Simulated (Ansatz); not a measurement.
Born–Oppenheimer molecular dynamics of a periodic cell of 28 atoms, TiAl₂₇ (surface Al(100), adsorbate Ti). It goes on from the last frame of an earlier run, with new velocities.

Theory: Ansatz, DFT PBEsol, scalar-relativistic, plane waves, PAW. Settings: cutoff 420 eV, k mesh 1x1x1, fermi-dirac smearing 0.1 eV, no spin polarisation.

```
ensemble                      : NVE (velocity Verlet)
time step                     : 2 fs
steps asked                   : 210
starting velocities drawn for : 1050 K
atoms held                    : 1 to 9
seed                          : 340143
```

First frame:

```xyz
28
Lattice="8.5913 0.0000 0.0000 0.0000 8.5913 0.0000 0.0000 0.0000 15.0500" Properties=species:S:1:pos:R:3
Al 0.000 0.000 1.000
Al 2.864 0.000 1.000
Al 5.728 0.000 1.000
Al 0.000 2.864 1.000
Al 2.864 2.864 1.000
Al 5.728 2.864 1.000
Al 0.000 5.728 1.000
Al 2.864 5.728 1.000
Al 5.728 5.728 1.000
Al 1.330 1.502 2.718
Al 4.409 1.569 2.645
Al 7.286 1.258 2.778
Al 1.472 4.312 2.798
Al 4.527 4.261 2.759
Al 7.260 4.279 2.761
Al 1.437 7.446 3.091
Al 4.399 7.036 2.851
Al 7.315 7.023 3.185
Al 0.084 0.216 4.778
Al 3.076 -0.053 4.347
Al 5.828 0.129 4.549
Al 0.114 2.886 4.763
Al 3.113 2.859 4.435
Al 5.861 3.013 4.588
Al 0.074 5.584 4.982
Al 2.748 5.460 4.770
Al 5.507 5.705 5.134
Ti 7.232 7.219 6.163
```

Q: What does the run give?

A: The run went to its last step.

```yaml
steps_done: 210
time_covered: 420 fs
mean_temperature_over_the_second_half: 751 K
spread_of_the_potential_energy_over_the_second_half: 7.0 meV per atom
mean_potential_energy_of_the_second_half_above_the_start: 26.2 meV per atom
```

The conserved energy stayed within 0.084 meV per atom of its start (net change 0.036 meV per atom), so the integration is sound. A run of 0.42 ps of so small a system gives no equilibrium averages. Limits of this set-up: coarse k mesh, thin slab, slab without dipole correction.

Q: What happens to the structure?

A: Mean squared displacements from the first frame to the last: Al 0.15 Å², Ti 0.16 Å². This is one draw of velocities; another would differ in detail.

Q: How do temperature and energy run in time?

A: 
```csv
time (fs),T (K),potential energy less start (eV),conserved less start (meV/atom)
0.0,1050,0.000,0.00
14.0,750,0.737,0.06
28.0,672,0.930,0.05
42.0,756,0.722,0.03
56.0,791,0.636,0.03
70.0,753,0.730,0.05
84.0,749,0.741,0.05
98.0,797,0.622,0.04
112.0,777,0.671,0.04
126.0,720,0.811,0.06
140.0,729,0.789,0.04
154.0,675,0.923,0.04
168.0,593,1.124,0.07
182.0,686,0.896,0.05
196.0,855,0.480,0.02
210.0,843,0.509,0.03
224.0,715,0.826,0.06
238.0,663,0.952,0.02
252.0,592,1.126,0.08
266.0,765,0.699,0.02
280.0,814,0.580,0.03
294.0,714,0.827,0.06
308.0,705,0.849,0.04
322.0,683,0.902,0.06
336.0,798,0.621,0.05
350.0,919,0.321,0.00
364.0,764,0.703,0.07
378.0,794,0.630,0.05
392.0,867,0.448,0.00
406.0,716,0.822,0.07
420.0,710,0.837,0.04
```

The run took 14 min on 1 thread of Arm Neoverse V2, on a shared host, peak memory 0.78 GiB.
